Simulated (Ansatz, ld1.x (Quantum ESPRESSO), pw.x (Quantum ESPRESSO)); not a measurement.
# What a changed setting does to a pw.x run (sc Re)

Potential: norm-conserving RRKJ (Kleinman–Bylander form), ld1.x (Quantum ESPRESSO) 7.5, PBE; core [Xe] 4f14, reference 5d6 6s1 6p0; waves: 6p (bound, empty): rc 2.65 bohr; 5d (bound): rc 2.00 bohr; 5f channel at -0.2 Ry: rc 2.40 bohr; 6s (bound): rc 2.85 bohr; local part: the s channel; core correction: Bessel-smoothed model core, default radius (core density twice the valence density); rho0 0.005.

The reference run (k-mesh 13³, cutoffs 50/200 Ry, Fermi–Dirac 0.01 Ry, mixing_beta 0.4, conv_thr 1e-9, no spin) gives -1.72 GPa at 17.175 Å³/atom, where all-electron LAPW gives 0.27 GPa. This run, with its own iteration cap, changes degauss to 0.005.

```
&control
  calculation='scf', prefix='x', pseudo_dir='./', outdir='./tmp', tstress=.true., disk_io='none'
/
&system
  ibrav=0, nat=1, ntyp=1, ecutwfc=50, ecutrho=200, nbnd=11,
  occupations='smearing', smearing='fd', degauss=0.005
/
&electrons
  conv_thr=1e-09, mixing_beta=0.4, electron_maxstep=60
/
ATOMIC_SPECIES
Re 1.0 Re.UPF
CELL_PARAMETERS angstrom
  2.58007451 0.00000000 0.00000000
  0.00000000 2.58007451 0.00000000
  0.00000000 0.00000000 2.58007451
ATOMIC_POSITIONS crystal
Re 0.0000 0.0000 0.0000
K_POINTS automatic
13 13 13 0 0 0
```

```bash
pw.x < Re.scf.in > Re.scf.out
```

Question: How does the run end?

Answer: It converges in 7 iterations; the free energy moves by +28.7 meV/atom and the pressure by -0.24 GPa. In a metal, with Fermi–Dirac smearing, F lies below its zero-width value by a term in the square of the width.

```
Message from routine setup:
     using ibrav=0 with symmetry is DISCOURAGED, use correct ibrav instead
     lattice parameter (alat)  =       4.8756  a.u.
     unit-cell volume          =     115.9026 (a.u.)^3
     number of electrons       =         7.00
     number of Kohn-Sham states=           11
     kinetic-energy cutoff     =      50.0000  Ry
     charge density cutoff     =     200.0000  Ry
     scf convergence threshold =      1.0E-09
     Exchange-correlation= PBE
     number of k points=    84  Fermi-Dirac smearing, width (Ry)=  0.0050
     iteration #  1     ecut=    50.00 Ry     beta= 0.40
     total energy              =     -54.18717505 Ry
     estimated scf accuracy    <       0.09157754 Ry
     iteration #  2     ecut=    50.00 Ry     beta= 0.40
     total energy              =     -54.18973007 Ry
     estimated scf accuracy    <       0.01096154 Ry
     iteration #  3     ecut=    50.00 Ry     beta= 0.40
     total energy              =     -54.19144795 Ry
     estimated scf accuracy    <       0.00039442 Ry
     iteration #  4     ecut=    50.00 Ry     beta= 0.40
     total energy              =     -54.19147393 Ry
     estimated scf accuracy    <       0.00001365 Ry
     iteration #  5     ecut=    50.00 Ry     beta= 0.40
     total energy              =     -54.19147713 Ry
     estimated scf accuracy    <       0.00000032 Ry
     iteration #  6     ecut=    50.00 Ry     beta= 0.40
     total energy              =     -54.19147715 Ry
     estimated scf accuracy    <       0.00000004 Ry
     iteration #  7     ecut=    50.00 Ry     beta= 0.40
     the Fermi energy is    14.4745 ev
!    total energy              =     -54.19147716 Ry
     estimated scf accuracy    <          1.6E-10 Ry
     smearing contrib. (-TS)   =      -0.00154810 Ry
     The total energy is F=E-TS. E is the sum of the following terms:
     one-electron contribution =      12.39409865 Ry
     hartree contribution      =       0.96614435 Ry
     xc contribution           =     -39.03540436 Ry
     ewald contribution        =     -28.51476770 Ry
     convergence has been achieved in   7 iterations
          total   stress  (Ry/bohr**3)                   (kbar)     P=      -19.61
     Message from routine punch:
     Nothing written, as per user request (disk_io='none')
```

The run took about 5 s on one core of a shared host (Neoverse-V2, 96 threads, 742 GiB, load 41).
